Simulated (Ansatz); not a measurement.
A 3-atom cell of ZrO₂ started from a crystallographic database, relaxed with r2SCAN: 8 runs in the plane-wave code Ansatz, each a construction of maximally localised Wannier functions. Space group Fm-3m (No. 225), cubic; conventional cell a = 5.089 Å, 10.99 Å³ an atom. Around Zr lie 8 O at 2.20 Å; around O lie 4 Zr at 2.20 Å. Calculated for a static, non-magnetic cell.

```
CELL_PARAMETERS angstrom
0.00000 2.54471 2.54471
2.54471 0.00000 2.54471
2.54471 2.54471 0.00000
ATOMIC_POSITIONS crystal
Zr 0.00000 0.00000 0.00000
O 0.25000 0.25000 0.25000
O 0.75000 0.75000 0.75000
```

Windows count from the top of the filled bands; a dash means that no such window was set (without an outer window there is no disentanglement). Rows marked drawn have settings drawn at random (some not listed).

| functional | SCF mesh | trial orbitals | functions | mesh | window (eV) | frozen (eV) | settings | Ω total (Å²) | Ω invariant (Å²) | largest spread (Å²) | least projectability | interpolation miss of the model's filled bands (eV, to the nearest computed level) |
| --- | --- | --- | --- | --- | --- | --- | --- | --- | --- | --- | --- | --- |
| PBE | 6×6×6 | O s, O p | 8 | 6×6×6 | – | – | chosen | 7.47 | 6.68 | 0.93 | 0.84 | 0.014 |
| PBE | 6×6×6 | O s, O p | 8 | 4×4×4 | – | – | chosen | 7.05 | 6.24 | 0.88 | 0.84 | 0.074 |
| PBE | 6×6×6 | O s, O p | 8 | 8×8×8 | – | – | chosen | 7.64 | 6.85 | 0.95 | 0.84 | 0.002 |
| PBE | 6×6×6 | O p | 6 | 6×6×6 | – | – | chosen | 7.23 | 7.12 | 1.21 | 0.84 | 0.014 |
| r2SCAN | 6×6×6 | O s, O p | 8 | 6×6×6 | – | – | chosen | 7.27 | 6.48 | 0.91 | 0.85 | 0.012 |
| r2SCAN | 6×6×6 | O p | 6 | 6×6×6 | – | – | chosen | 6.98 | 6.88 | 1.16 | 0.85 | 0.012 |
| HSE06 | 6×6×6 | O s, O p | 8 | 6×6×6 | – | – | chosen | 7.13 | 6.34 | 0.89 | 0.86 | – |

Question: Estimate from these rows what the further settings give.
```csv
functional,SCF mesh,trial orbitals,functions,mesh,window (eV),frozen (eV),settings
PBE,6×6×6,O p,6,5×5×5,–,–,drawn
```

Answer:
```json
{"functional": "PBE", "SCF mesh": "6×6×6", "trial orbitals": "O p", "functions": "6", "mesh": "5×5×5", "window (eV)": "–", "frozen (eV)": "–", "settings": "drawn", "Ω total (Å²)": "7.06", "Ω invariant (Å²)": "6.94", "largest spread (Å²)": "1.18", "least projectability": "0.85", "interpolation miss of the model's filled bands (eV, to the nearest computed level)": "0.040"}
```

For O s, O p with PBE the spread goes 7.05 Å² (4×4×4), 7.47 Å² (6×6×6), 7.64 Å² (8×8×8): finite differences on a coarse mesh understate it.
